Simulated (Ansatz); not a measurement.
# Symmetry broken, then relaxed in WC

Level of theory: DFT PBEsol, scalar-relativistic, plane waves, PAW in Ansatz 0.2.0. Settings: plane waves to 420 eV, k-mesh 12×12×12 (Γ-centred), Gaussian smearing 0.15 eV. Spin–orbit coupling is left out, which can shift energies with elements as heavy as these. No spin polarisation. Energies are free energies at this smearing, counted from the undisturbed cell; pressure is positive in compression.

The starting cell (relaxed at this level):

```
CELL_PARAMETERS angstrom
2.89841 0.00000 0.00000
-1.44921 2.51010 0.00000
0.00000 0.00000 2.82761
ATOMIC_POSITIONS crystal
W 0.00000 0.00000 0.00000
C 0.66667 0.33333 0.50000
```

The atoms are displaced (Å, in the unstrained cell):

```csv
atom,ux,uy,uz
W1,-0.061,-0.096,0.122
C2,0.061,0.096,-0.122
```

Cell and atoms are then relaxed.

Q: Does the relaxation return to the undisturbed structure?

A: Yes (up to a choice of domain or origin): same space group and volume, and an energy 0.0 meV/atom from it. The disturbance itself cost 466.4 meV/atom. The final space group reads P-6m2 (tolerance 0.05 Å) and the volume changes by 0.02 %.

Final structure:

```xyz
2
Lattice="2.8988 0.0000 0.0000 -1.4494 2.5104 0.0000 0.0000 0.0000 2.8275" Properties=species:S:1:pos:R:3 pbc="T T T"
W     1.4494    2.5104    2.8275
C     1.4494    0.8368    1.4137
```

The relaxation, step by step (energy from the first step; small jumps at an unchanged geometry come where the plane waves are selected anew for the new cell):

| step | ΔE (meV/atom) | largest force component (eV/Å) | pressure (GPa) |
| --- | --- | --- | --- |
| 1 | 0.0 | 4.464 | 22.42 |
| 2 | -363.2 | 1.880 | 3.55 |
| 3 | -440.0 | 0.483 | 8.58 |
| 4 | -466.3 | 0.020 | 0.44 |
| 5 | -466.4 | 0.000 | 0.14 |
| 6 | -466.4 | 0.000 | 0.00 |
| 7 | -466.4 | 0.000 | 0.01 |

Cost: 3 runs of about 2.1 core-minutes in all, on Intel Xeon Platinum 8488C (Sapphire Rapids) (shared hosts).